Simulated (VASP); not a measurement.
## SnTe: single point with PBE+D3(BJ)

The system is SnTe.

```
Sn Te
1.0
     3.90470    0.00000    0.00000
     0.00000    3.90470    0.00000
     0.00000    0.00000    3.90470
Sn Te
1 1
Direct
  0.00000 0.00000 0.00000
  0.50000 0.50000 0.50000
```

Measurements of this composition are mostly on another form, of space group No. 225.

```
Program             : VASP 6.6.1
Task                : single point
Functional          : PBE
Dispersion          : D3(BJ)
Potentials or basis : VASP PAW PBE potentials, release 64 (Sn_d, Te)
Cutoff              : 520 eV
k mesh              : 12 × 12 × 12
Occupations         : gaussian, width 0.15 eV
Spin                : no spin polarisation
```

The pressure is -2.5 GPa and the band gap on the k mesh is none (metal or under the smearing width). The dispersion energy per atom is -0.419 eV.

Levels at points of the mesh, in eV from the Fermi level:
```
           k point  band 7  band 8  band 9  band 10  band 11  band 12  band 13  band 14
(0.00, 0.00, 0.00)   -5.32   -1.72   -1.72    -1.72     3.59     3.59     5.35     5.35
(0.50, 0.00, 0.00)   -8.16   -0.24   -0.24     0.00     0.19     2.17     2.17     5.40
(0.50, 0.50, 0.00)   -6.37   -4.75   -4.75     0.30     3.36     3.79     3.79     5.96
(0.50, 0.50, 0.50)   -5.26   -2.85   -2.85    -2.85    -1.30    -1.30    -1.30    13.93
```

Wall time 32 s on 1 thread of Intel(R) Xeon(R) Platinum 8488C (Sapphire Rapids), on a shared host, peak memory 0.24 GiB.

Caveat: pairwise dispersion overbinds metals, which lowers pressure and volume. The run has no spin-orbit coupling, so splittings on Te are missing.
